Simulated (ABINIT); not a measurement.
Crystal: HfC.

```
Hf C
1.0
     0.00000    2.32500    2.32500
     2.32500    0.00000    2.32500
     2.32500    2.32500    0.00000
Hf C
1 1
Direct
  0.50000 0.50000 0.50000
  0.00000 0.00000 0.00000
```

Program: ABINIT 10.8.3 (patched build). Alike in all runs: cell as given; smearing fermi-dirac 0.05 eV.

Question: Order these runs on this cell by their pressure, lowest first.
A. level LDA; potentials or basis JTH PAW LDA v2.0; spin off; k mesh 13 × 13 × 13; cutoff (eV) 544; fine-grid cutoff 1088.46 eV; mesh quality not flagged
B. level PBEsol; potentials or basis JTH PAW PBE v2.0; spin off; k mesh 4 × 4 × 4; cutoff (eV) 544; fine-grid cutoff 1088.46 eV; mesh quality coarse
C. level WC; potentials or basis JTH PAW PBE v2.0; spin SOC, no magnetisation; k mesh 10 × 10 × 10; cutoff (eV) 544; fine-grid cutoff 1088.46 eV; mesh quality not flagged
D. level r2SCAN; potentials or basis JTH PAW PBE v2.0; spin off; k mesh 6 × 6 × 6; cutoff (eV) 653; fine-grid cutoff 1251.72 eV; mesh quality coarse

Answer: A (-12.3 GPa), B (-7.8 GPa), C (-6.0 GPa), D (-0.2 GPa).

Caveats: some runs use coarse meshes; the PAW data sets were made with another functional, which shifts forces and pressure a little (some runs).

Runs at the PBE level aren't shown here.
